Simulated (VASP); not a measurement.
# SrTiO3 in VASP: one cell, several levels of theory, part 2 of 2

VASP 6.6.1, plane waves, PAW.

### 3 r2SCAN

Input file INCAR:

```
ENCUT = 520.000000
SIGMA = 0.010000
EDIFF = 1.00e-07
ALGO = Normal
METAGGA = R2SCAN
PREC = Accurate
IBRION = -1
ISIF = 2
ISMEAR = 0
NBANDS = 28
NELM = 120
NSW = 0
LASPH = .TRUE.
LCHARG = .FALSE.
LWAVE = .FALSE.
LREAL = .FALSE.
```

Input file KPOINTS:

```
KPOINTS created by Atomic Simulation Environment
0
Gamma
6 6 6
0 0 0
```

Input file KPOINTS_OPT:

```
special points
4
Reciprocal
0.0000000000 0.0000000000 0.0000000000 1
0.0000000000 0.5000000000 0.0000000000 1
0.5000000000 0.5000000000 0.0000000000 1
0.5000000000 0.5000000000 0.5000000000 1
```

Input file POSCAR:

```
Sr Ti O
 1.0000000000000000
     3.9068515015636387    0.0000000000000000    0.0000000000000000
     0.0000000000000000    3.9068515015636387    0.0000000000000000
     0.0000000000000000    0.0000000000000000    3.9068515015636387
 Sr  Ti  O
   1   1   3
Cartesian
  0.0000000000000000 -0.0000000000000000  0.0000000000000000
  1.9534257507818193  1.9534257507818193  1.9534257507818193
  1.9534257507818193  1.9534257507818193 -0.0000000000000000
  1.9534257507818193  0.0000000000000000  1.9534257507818193
  0.0000000000000000  1.9534257507818193  1.9534257507818193
```

The run is started by

```bash
> mpirun -np 1 vasp_std
```

Printed to the terminal (iteration lines stand in OSZICAR):

```text
POSCAR found type information on POSCAR SrTiO
 POSCAR found :  3 types and       5 ions
 -----------------------------------------------------------------------------
|                                                                             |
|                                                                             |
|     You enforced a specific xc type in the INCAR file but a different       |
|     I HOPE YOU KNOW WHAT YOU ARE DOING!                                     |
|                                                                             |
 -----------------------------------------------------------------------------

 LDA part: xc-table for (None), standard interpolation
 POSCAR, INCAR and KPOINTS ok, starting setup
 FFT: planning ... GRIDC
 FFT: planning ... GRID_SOFT
 FFT: planning ... GRID
 WAVECAR not read
 entering main loop
 Start KPOINTS_OPT (optional k-point list driver)
k-point batch [1-4\4]
```

OSZICAR:

```text
N       E                     dE             d eps       ncg     rms          rms(c)
DAV:   1     0.417178227584E+03    0.41718E+03   -0.22059E+04  1120   0.162E+03
DAV:   2    -0.343431428032E+02   -0.45152E+03   -0.43038E+03  1264   0.453E+02
DAV:   3    -0.832893401736E+02   -0.48946E+02   -0.48449E+02  1516   0.143E+02
DAV:   4    -0.861506226972E+02   -0.28613E+01   -0.28526E+01  1736   0.287E+01
DAV:   5    -0.862260968019E+02   -0.75474E-01   -0.75453E-01  1592   0.413E+00    0.266E+01
DAV:   6    -0.626808787984E+02    0.23545E+02   -0.35656E+01  1556   0.665E+01    0.122E+01
DAV:   7    -0.632554024569E+02   -0.57452E+00   -0.37291E+00  1364   0.115E+01    0.780E+00
DAV:   8    -0.633245717990E+02   -0.69169E-01   -0.51015E-01  1320   0.500E+00    0.130E+00
DAV:   9    -0.633282611037E+02   -0.36893E-02   -0.10353E-01  1756   0.195E+00    0.751E-01
DAV:  10    -0.633344138744E+02   -0.61528E-02   -0.42834E-02  1308   0.270E+00    0.609E-01
DAV:  11    -0.633293265678E+02    0.50873E-02   -0.25523E-02  1572   0.165E+00    0.147E-01
DAV:  12    -0.633290290182E+02    0.29755E-03   -0.18167E-03  1424   0.380E-01    0.950E-02
DAV:  13    -0.633290015674E+02    0.27451E-04   -0.40152E-04  1420   0.234E-01    0.446E-02
DAV:  14    -0.633289854868E+02    0.16081E-04   -0.86948E-05  1484   0.871E-02    0.725E-03
DAV:  15    -0.633289876908E+02   -0.22040E-05   -0.69726E-06  1568   0.221E-02    0.524E-03
DAV:  16    -0.633289872411E+02    0.44975E-06   -0.31203E-06  1684   0.131E-02    0.192E-03
DAV:  17    -0.633289872910E+02   -0.49969E-07   -0.18403E-07   904   0.400E-03
   1 F= -.63328987E+02 E0= -.63328987E+02  d E =-.891996E-58
       N       E                     dE             ncg
DAV:   1     0.108011729939E+04   -0.41156E+04      224
DAV:   2    -0.516959005293E+03   -0.15971E+04      240
DAV:   3    -0.703811842739E+03   -0.18685E+03      332
DAV:   4    -0.712377364033E+03   -0.85655E+01      288
DAV:   5    -0.712734717135E+03   -0.35735E+00      296
DAV:   6    -0.712741147380E+03   -0.64302E-02      300
DAV:   7    -0.712741226145E+03   -0.78765E-04      300
DAV:   8    -0.712741227364E+03   -0.12196E-05      276
DAV:   9    -0.712741227381E+03   -0.16409E-07      192
```

From OUTCAR:

```text
k-points           NKPTS =     20   k-points in BZ     NKDIM =     20   number of bands    NBANDS=     28

   NELECT =      40.0000    total number of electrons

   dimension x,y,z NGX =    30 NGY =   30 NGZ =   30
   dimension x,y,z NGXF=    60 NGYF=   60 NGZF=   60

  energy-cutoff  :      520.00
  volume of cell :       59.63
      direct lattice vectors                 reciprocal lattice vectors
     3.906851502  0.000000000  0.000000000     0.255960586  0.000000000  0.000000000
     0.000000000  3.906851502  0.000000000     0.000000000  0.255960586  0.000000000
     0.000000000  0.000000000  3.906851502     0.000000000  0.000000000  0.255960586

 k-points in reciprocal lattice and weights: KPOINTS created by Atomic Simulation Env
   0.00000000  0.00000000  0.00000000       0.005
   0.16666667  0.00000000  0.00000000       0.028
   0.33333333  0.00000000  0.00000000       0.028
   0.50000000  0.00000000  0.00000000       0.014
   0.16666667  0.16666667  0.00000000       0.056
   0.33333333  0.16666667  0.00000000       0.111
   0.50000000  0.16666667  0.00000000       0.056
   0.33333333  0.33333333  0.00000000       0.056
[... 12 more k-points ...]

 E-fermi :   3.9488

 k-point     1 :       0.0000    0.0000    0.0000
  band No.  band energies     occupation
      1     -54.8426      2.00000
      2     -30.0388      2.00000
      3     -30.0388      2.00000
      4     -30.0388      2.00000
      5     -30.0370      2.00000
      6     -14.5757      2.00000
      7     -13.6350      2.00000
      8     -13.6350      2.00000
      9     -11.4121      2.00000
     10     -11.4121      2.00000
     11     -11.4121      2.00000
     12       0.9325      2.00000
     13       0.9325      2.00000
     14       0.9325      2.00000
     15       2.6263      2.00000
     16       2.6263      2.00000
     17       2.6263      2.00000
     18       3.4539      2.00000
     19       3.4539      2.00000
     20       3.4539      2.00000
     21       6.1100      0.00000
     22       6.1100      0.00000
     23       6.1100      0.00000
     24       8.4243      0.00000
     25       8.4243      0.00000
     26       9.8083      0.00000
     27       9.8083      0.00000
     28      10.9018      0.00000

 k-point     2 :       0.1667    0.0000    0.0000
  band No.  band energies     occupation
      1     -54.8422      2.00000
      2     -30.1032      2.00000
      3     -30.0381      2.00000
      4     -30.0381      2.00000
      5     -29.9866      2.00000
      6     -14.5774      2.00000
      7     -13.6262      2.00000
      8     -13.6120      2.00000
      9     -11.4005      2.00000
     10     -11.4005      2.00000
     11     -11.2684      2.00000
     12       0.5740      2.00000
     13       0.9201      2.00000
     14       0.9201      2.00000
     15       2.3082      2.00000
     16       2.3082      2.00000
     17       2.4043      2.00000
     18       2.7029      2.00000
     19       3.3065      2.00000
     20       3.3065      2.00000
     21       6.1492      0.00000
     22       6.6613      0.00000
     23       6.6613      0.00000
     24       8.4297      0.00000
     25       9.2024      0.00000
     26      10.2602      0.00000
     27      10.2810      0.00000
     28      11.5459      0.00000

 k-point     3 :       0.3333    0.0000    0.0000
  band No.  band energies     occupation
      1     -54.8413      2.00000
      2     -30.1639      2.00000
      3     -30.0366      2.00000
      4     -30.0366      2.00000
      5     -29.9532      2.00000
      6     -14.6676      2.00000
      7     -13.6073      2.00000
      8     -13.4245      2.00000
      9     -11.3770      2.00000
     10     -11.3770      2.00000
     11     -11.0174      2.00000
     12      -0.2039      2.00000
     13       0.9139      2.00000
     14       0.9139      2.00000
     15       1.7120      2.00000
     16       1.7455      2.00000
     17       1.7455      2.00000
     18       2.0125      2.00000
     19       3.1329      2.00000
     20       3.1329      2.00000
     21       6.2303      0.00000
     22       7.5856      0.00000
     23       7.5856      0.00000
     24       8.4368      0.00000
     25      10.3100      0.00000
     26      11.2376      0.00000
     27      11.3089      0.00000
     28      12.6172      0.00000

 k-point     4 :       0.5000    0.0000    0.0000
  band No.  band energies     occupation
      1     -54.8410      2.00000
      2     -30.1894      2.00000
      3     -30.0359      2.00000
      4     -30.0359      2.00000
      5     -29.9413      2.00000
      6     -14.7357      2.00000
      7     -13.5978      2.00000
      8     -13.2844      2.00000
      9     -11.3652      2.00000
     10     -11.3652      2.00000
     11     -10.9061      2.00000
     12      -0.6181      2.00000
     13       0.9351      2.00000
     14       0.9352      2.00000
     15       1.3566      2.00000
     16       1.4766      2.00000
     17       1.4766      2.00000
     18       1.8365      2.00000
     19       3.0674      2.00000
     20       3.0674      2.00000
     21       6.2722      0.00000
     22       8.0088      0.00000
     23       8.0088      0.00000
     24       8.4395      0.00000
     25      10.7604      0.00000
     26      11.7348      0.00000
     27      11.9225      0.00000
     28      12.5330      0.00000

 k-point     5 :       0.1667    0.1667    0.0000
  band No.  band energies     occupation
      1     -54.8418      2.00000
      2     -30.1130      2.00000
      3     -30.0581      2.00000
      4     -30.0373      2.00000
      5     -29.9704      2.00000
      6     -14.5342      2.00000
      7     -13.6391      2.00000
      8     -13.5922      2.00000
      9     -11.3883      2.00000
     10     -11.3363      2.00000
     11     -11.2177      2.00000
     12       0.3916      2.00000
     13       0.7227      2.00000
     14       0.9115      2.00000
     15       1.6273      2.00000
     16       2.0735      2.00000
     17       2.5193      2.00000
     18       2.6186      2.00000
     19       2.9735      2.00000
     20       3.0867      2.00000
     21       6.6275      0.00000
     22       6.7433      0.00000
     23       6.9602      0.00000
     24       8.8097      0.00000
     25       9.6443      0.00000
     26      10.6593      0.00000
     27      10.7168      0.00000
     28      11.9358      0.00000

 k-point     6 :       0.3333    0.1667    0.0000
  band No.  band energies     occupation
      1     -54.8409      2.00000
      2     -30.1526      2.00000
      3     -30.0601      2.00000
      4     -30.0359      2.00000
      5     -29.9556      2.00000
      6     -14.5441      2.00000
      7     -13.5936      2.00000
      8     -13.4842      2.00000
      9     -11.3638      2.00000
     10     -11.3009      2.00000
     11     -11.0498      2.00000
     12      -0.2410      2.00000
     13       0.4825      2.00000
     14       0.8864      2.00000
     15       0.9135      2.00000
     16       1.5993      2.00000
     17       1.9502      2.00000
     18       2.5790      2.00000
     19       2.8314      2.00000
     20       2.8491      2.00000
     21       6.7348      0.00000
     22       7.5959      0.00000
     23       7.6691      0.00000
     24       8.9292      0.00000
     25      10.6993      0.00000
     26      11.4915      0.00000
     27      11.7575      0.00000
     28      12.9487      0.00000

 k-point     7 :       0.5000    0.1667    0.0000
  band No.  band energies     occupation
      1     -54.8405      2.00000
      2     -30.1744      2.00000
      3     -30.0560      2.00000
      4     -30.0352      2.00000
      5     -29.9512      2.00000
      6     -14.5856      2.00000
      7     -13.5633      2.00000
      8     -13.3825      2.00000
      9     -11.3514      2.00000
     10     -11.2916      2.00000
     11     -10.9669      2.00000
     12      -0.6304      2.00000
     13       0.3092      2.00000
     14       0.6827      2.00000
     15       0.9451      2.00000
     16       1.3474      2.00000
     17       1.7770      2.00000
     18       2.5697      2.00000
     19       2.7360      2.00000
     20       2.7431      2.00000
     21       6.7658      0.00000
     22       8.0102      0.00000
     23       8.0557      0.00000
     24       8.9421      0.00000
     25      11.1499      0.00000
     26      11.9792      0.00000
     27      12.3717      0.00000
     28      12.8942      0.00000

[... the tables of k-points 8 to 20 left out ...]

  Total        0.3494788      0.3494788      0.3494788      0.0000000      0.0000000     -0.0000000
  in kB        9.3896786      9.3896786      9.3896786      0.0000000      0.0000000     -0.0000000
  external PRESSURE =       9.3896786 kB  Pullay stress =       0.0000000 kB

 POSITION                                       TOTAL-FORCE (eV/Angst)
 -----------------------------------------------------------------------------------
      0.00000      0.00000      0.00000         0.000000      0.000000      0.000000
      1.95343      1.95343      1.95343         0.000000      0.000000      0.000000
      1.95343      1.95343      0.00000         0.000000      0.000000      0.000000
      1.95343      0.00000      1.95343         0.000000      0.000000      0.000000
      0.00000      1.95343      1.95343         0.000000      0.000000      0.000000
 -----------------------------------------------------------------------------------
    total drift:                                0.000000      0.000000     -0.000000

  FREE ENERGIE OF THE ION-ELECTRON SYSTEM (eV)
  ---------------------------------------------------
  free  energy   TOTEN  =       -63.3289872910 eV

  energy  without entropy=      -63.3289872910  energy(sigma->0) =      -63.32898729
```

Hardware: 1 MPI rank of Intel Xeon Platinum 8488C, shared host.

The levels at the points of KPOINTS_OPT are read from vasprun.xml.

Levels at the named points, in eV from the top of band v (v: the last filled band by count, c: the next):

```tsv
point	v−1	v	c	c+1
Γ	-0.38	-0.38	2.27	2.27
X	-0.77	-0.77	2.43	4.17
M	-1.61	-0.09	4.18	4.18
R	0.00	0.00	4.87	4.87
```

r2SCAN gives an indirect gap of 2.27 eV, from R to Γ; the least direct gap is 2.66 eV. Pressure: 0.94 GPa; the forces vanish within 0.01 eV/Å.

### 4 What came out

This closing draws on all 2 parts.

```
 level  gap (eV)  pressure (GPa)  Ansatz: gap (eV)  Ansatz: pressure (GPa)
   PBE      1.85            4.71              1.88                    4.06
r2SCAN      2.27            0.94              2.26                    0.02
```

The gap spans 1.85 eV (PBE) to 2.27 eV (r2SCAN). The pressure is highest with PBE (4.7 GPa) and lowest with r2SCAN (0.9 GPa), which orders the cells that they would relax to. The two programs agree on the gap within 0.04 eV, far less than the spread between functionals. Datasets and cutoffs are each program's own.
